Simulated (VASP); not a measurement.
Input of a VASP 6.6.1 run:

The input run.py:

```python
from ase.calculators.vasp import Vasp
from ase.eos import EquationOfState
from ase.io import Trajectory
from ase.io import read
from ase.units import GPa

atoms = read('POSCAR')
calc = Vasp(
    directory='calc',
    xc='optpbe-vdw',
    pp='PBE',
    setups='recommended',
    prec='Accurate',
    encut=520,
    ediff=1e-06,
    ismear=1,
    sigma=0.1,
    lreal=False,
    lasph=True,
    nelm=60,
    algo='Normal',
    isif=2,
    lwave=False,
    lcharg=False,
    kpts=[10, 10, 10],
    gamma=True,
)
atoms.calc = calc
cell = atoms.cell.copy()
volumes, energies = [], []
traj = Trajectory('eos.traj', 'w')
for x in [0.94, 0.96, 0.98, 1.0, 1.02, 1.04, 1.06]:
    atoms.set_cell(cell * x ** (1 / 3), scale_atoms=True)
    volumes.append(atoms.get_volume())
    energies.append(atoms.get_potential_energy())
    traj.write(atoms)
    print(f'{x:5.2f} {volumes[-1]:12.5f} {energies[-1]:14.6f}')

v0, e0, B = EquationOfState(volumes, energies, eos='vinet').fit()
print(f'V0 = {v0:.4f} A^3, E0 = {e0:.6f} eV, B = {B / GPa:.2f} GPa')
```

Contents of POSCAR:

```
Tl
1.0
   -1.9559951735      1.9559951735      1.9559951735
    1.9559951735     -1.9559951735      1.9559951735
    1.9559951735      1.9559951735     -1.9559951735
Tl
1
Direct
    0.0000000000      0.0000000000      0.0000000000
```

Potentials or basis: VASP PAW PBE potentials, release 64 (Tl_d).

The run is started by

```sh
$ python run.py
```

**Question.** What does it give for the equilibrium volume?

**Answer.** 31.81 Å³/atom (rough: see the caveat).

**Question.** Estimate the bulk modulus.

**Answer.** 26 GPa (rough).

Energy against volume, from the lowest point:
```csv
volume (Å³/atom),energy (meV/atom)
28.138,44.78
28.737,30.06
29.335,18.70
29.934,10.31
30.533,4.59
31.131,1.23
31.730,0.00
```

Caveat: the minimum lies outside the volumes run; the PAW data sets were made with another functional, which shifts forces and pressure a little. Spin-orbit coupling is left out, which matters for the levels of Tl.
